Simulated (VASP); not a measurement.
A run of VASP 6.6.1 is set up as follows.

File INCAR:

```
PREC = Accurate
ENCUT = 600
EDIFF = 1E-7
ISMEAR = 0
SIGMA = 0.03
LREAL = False
LASPH = True
NELM = 80
ALGO = Normal
ISIF = 3
LWAVE = False
LCHARG = False
GGA = PE
IBRION = 2
NSW = 90
EDIFFG = -0.005
PSTRESS = 84.6
KPAR = 4
```

KPOINTS

```
regular mesh
0
Gamma
  6 6 6
```

The input POSCAR:

```
ZrSiO4                                  
1.0
   -3.2870318068      3.2870318068      2.9900609236
    3.2870318068     -3.2870318068      2.9900609236
    3.2870318068      3.2870318068     -2.9900609236
  Zr              Si              O             
     2     2     8
Direct
     0.7500000000000000    0.2500000000000000    0.5000000000000000
     0.0000000000000000    0.0000000000000000    0.0000000000000000
     0.2500000000000000    0.7500000000000000    0.5000000000000000
     0.5000000000000000    0.5000000000000000    0.0000000000000000
     0.1348497596382434    0.3202334098386908    0.8146163497995524
     0.0702334098386909    0.7556170600391312    0.6853836502004476
     0.5056170600391312    0.3202334098386908    0.1853836502004475
     0.0702334098386909    0.3848497596382433    0.3146163497995526
     0.6151502403617567    0.9297665901613091    0.6853836502004476
     0.6797665901613091    0.8651502403617567    0.1853836502004475
     0.2443829399608687    0.9297665901613091    0.3146163497995526
     0.6797665901613091    0.4943829399608687    0.8146163497995524
```

Potentials or basis: VASP PAW PBE potentials, release 64 (Zr_sv, Si, O).

Launch:

```sh
$ cat potpaw_PBE.64/Zr_sv/POTCAR potpaw_PBE.64/Si/POTCAR potpaw_PBE.64/O/POTCAR > POTCAR
$ mpirun -np 4 vasp_std > vasp.out
```

(1) Estimate the band gap on the k mesh.

(2) Estimate the relaxed cell.

(3) What does it give for the space group after relaxing (to 0.05 Å)?

Results:

(1) 4.83 eV, indirect (least direct gap 5.09 eV).

(2) a = 5.528 Å, b = 5.528 Å, c = 5.528 Å, α = 107.00°, β = 107.00°, γ = 114.53°.

(3) I4_1/amd (No. 141).

Caveat: the cell is relaxed towards a set pressure, so the enthalpy falls and the energy may rise.
